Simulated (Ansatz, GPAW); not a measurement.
Given: the input of a run of GPAW 26.7.0 (ASE script) on CdS (Hawleyite). 

File run.py:

```python
from ase.dft.bandgap import bandgap
from ase.io import read, write
from ase.units import Bohr, GPa
from gpaw import GPAW, PW
from gpaw.elf import elf_from_dft_calculation

atoms = read('POSCAR')

calc = GPAW(mode=PW(600),
            xc='PBE',
            kpts={'size': (8, 8, 8), 'gamma': True},
            occupations={'name': 'methfessel-paxton', 'order': 0, 'width': 0.015},
            nbands=18,
            convergence={'density': 1e-05, 'energy': 1e-05},
            maxiter=150,
            txt='gpaw.txt')
atoms.calc = calc
energy = atoms.get_potential_energy()
forces = atoms.get_forces()
stress = atoms.get_stress()
calc.write('gs.gpw')
write('result.traj', atoms)
print(f'Energy: {energy:.6f} eV')
print('Forces (eV/A):')
print(forces.round(4))
print('Stress (GPa):', (stress / GPa).round(3))
print('Fermi level:', round(calc.get_fermi_level(), 4), 'eV')
print(f'Gap: {bandgap(calc)[0]:.4f} eV, direct: {bandgap(calc, direct=True)[0]:.4f} eV')

# fields on the real-space grid
write('density.cube', atoms, data=calc.get_pseudo_density() * Bohr**3)
write('potential.cube', atoms, data=calc.get_electrostatic_potential())
write('elf.cube', atoms, data=elf_from_dft_calculation(calc).data)
```

The input POSCAR:

```
CdS
1.0
    0.0000000000      2.9165000000      2.9165000000
    2.9165000000      0.0000000000      2.9165000000
    2.9165000000      2.9165000000      0.0000000000
Cd S
1 1
Direct
    0.0000000000      0.0000000000      0.0000000000
    0.7500000000      0.7500000000      0.7500000000
```

Potentials or basis: GPAW PAW data sets (gpaw-data 1.2.1), pw.

Launch:

```bash
$ OMP_NUM_THREADS=1 python run.py
```

Problem. What does the same run look like in Ansatz 0.2.0? Potentials or basis there: all-electron LAPW, scalar-relativistic.

Solution. As run (cutoffs and basis follow the program's own potentials, and thresholds, step limits or extra output files can differ):

Contents of input.yaml:

```yaml
crystal:
  lattice:
    - [0.0, 2.9165, 2.9165]
    - [2.9165, 0.0, 2.9165]
    - [2.9165, 2.9165, 0.0]
  atoms:
    - { symbol: Cd, position: [0.0, 0.0, 0.0] }
    - { symbol: S, position: [0.75, 0.75, 0.75] }
kpoints:
  mp_grid: { grid: [8, 8, 8] }
scf:
  occupations: { method: gaussian, width: 0.015 }
hamiltonian:
  xc: pbe
  pseudopotentials: { kind: all_electron, lapw: { basis_error: 0.001 } }
output:
  forces: true
  stress: true
  eigenvalues: true
```

Potentials or basis: all-electron LAPW, scalar-relativistic.

Launch:

```sh
$ ansatz run input.yaml --threads 1 --pin off --max-ram 3072MiB --backend cpu --events-out ev --progress --plain --runs-dir out
```

Both were run:

|  | GPAW | Ansatz |
| --- | --- | --- |
| Pressure | 2.6 GPa | 2.9 GPa |

Where Ansatz's input types no cutoff or centring, it takes its own default and a Γ-centred mesh.

Pressure is positive in compression.
